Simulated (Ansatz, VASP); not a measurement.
## Two plane-wave programs on Pt

File INCAR:

```
SYSTEM = Pt
PREC = Accurate ; ENCUT = 520
EDIFF = 1E-7 ; ISMEAR = 0
SIGMA = 0.15 ; LREAL = .FALSE.
LASPH = .TRUE. ; NELM = 60
ALGO = Normal ; ISIF = 2
LWAVE = .FALSE. ; LCHARG = .FALSE.
NBANDS = 11
```

Contents of KPOINTS:

```
Automatic mesh
0
G
  22 22 22
  0 0 0
```

POSCAR

```
Pt
1.0
    0.0000000000      1.9468328700      1.9468328700
    1.9468328700      0.0000000000      1.9468328700
    1.9468328700      1.9468328700      0.0000000000
Pt
1
Direct
    0.0000000000      0.0000000000      0.0000000000
```

Input for Ansatz:

```yaml
crystal:
  lattice:
    - [0.0, 1.94683287, 1.94683287]
    - [1.94683287, 0.0, 1.94683287]
    - [1.94683287, 1.94683287, 0.0]
  atoms:
    - { symbol: Pt, position: [0.0, 0.0, 0.0] }
basis:
  ecutwfc: 420
kpoints:
  mp_grid: { grid: [22, 22, 22] }
hamiltonian:
  xc: lda
scf:
  occupations: { method: gaussian, width: 0.15 }
output:
  forces: true
  stress: true
  eigenvalues: true
  write_density: true
  write_potential: true
  elf: true
  volumetric_format: npy
```

Alike in both runs: task single point; functional LDA; k mesh 22 × 22 × 22; occupations gaussian, width 0.15 eV; no spin polarisation.

```csv
,VASP,Ansatz
version,VASP 6.6.1,Ansatz 0.2.0
potentials or method,"VASP PAW LDA potentials, release 64 (Pt)","scalar-relativistic, plane waves, PAW"
plane-wave cutoff (eV),520,420
valence electrons in the cell,10,18
```

|  | VASP | Ansatz | Ansatz less VASP |
| --- | --- | --- | --- |
| gap on the k mesh at the Fermi level (eV) | none | none | - |
| pressure (GPa) | 0.9 | 0.1 | -0.76 |

A gap of «none» marks a metal or a gap that the smearing closes. The two sets of potentials don't hold the same shells in valence.

Spin-orbit coupling is left out, which matters for the levels of Pt.
